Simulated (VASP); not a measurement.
## MnS under changes of volume

One of the cells (14.947 Å³/atom); the others are scaled copies at fixed shape and fractional positions:

```
Mn S
1.0
     0.00000    2.46330    2.46330
     2.46330    0.00000    2.46330
     2.46330    2.46330    0.00000
Mn S
1 1
Direct
  0.00000 0.00000 0.00000
  0.50000 0.50000 0.50000
```

- Program: VASP 6.6.1
- Functional: PBEsol
- Potentials or basis: VASP PAW PBE potentials, release 64 (Mn_pv, S)
- Cutoff: 520 eV
- k mesh: 8 × 8 × 8
- Occupations: fermi-dirac, width 0.05 eV
- Spin: collinear spin, ferromagnetic start
- Starting moments: [4.0, 0.0] μB

| volume (Å³/atom) | energy over the lowest point (meV/atom) | pressure (GPa) | moment (μB per cell) |
| --- | --- | --- | --- |
| 14.349 | 8.41 | 4.2 | 3.95 |
| 14.648 | 1.91 | 2.1 | 4.00 |
| 14.947 | 0.00 | 0.0 | 4.03 |
| 15.246 | 1.81 | -1.4 | 4.10 |
| 15.545 | ? | ? | ? |

Problem. What does the run at 15.545 Å³/atom give?

Solution. Energy over the lowest point 5.41 meV/atom; pressure -2.1 GPa; moment 4.21 μB per cell.

Worked out: A Birch-Murnaghan fit of order 2 (a polynomial in V^(-2/3)) to the other rows has its minimum at 14.95 Å³/atom with B0 = V·E''(V) = 106 GPa. It gives 7.31 meV/atom at 15.545 Å³/atom, against the run's 5.41, and -dE/dV = -3.8 GPa, against -2.1. A parabola through the other rows of the moment, of slope 0.244 μB per Å³/atom there, extrapolates to 4.16 μB, against the run's 4.21.

Energies are extrapolated to zero smearing.

Caveats: the PAW data sets were made with another functional, which shifts forces and pressure a little; a cell with one magnetic atom can't hold antiferromagnetic order, which such compounds often take.
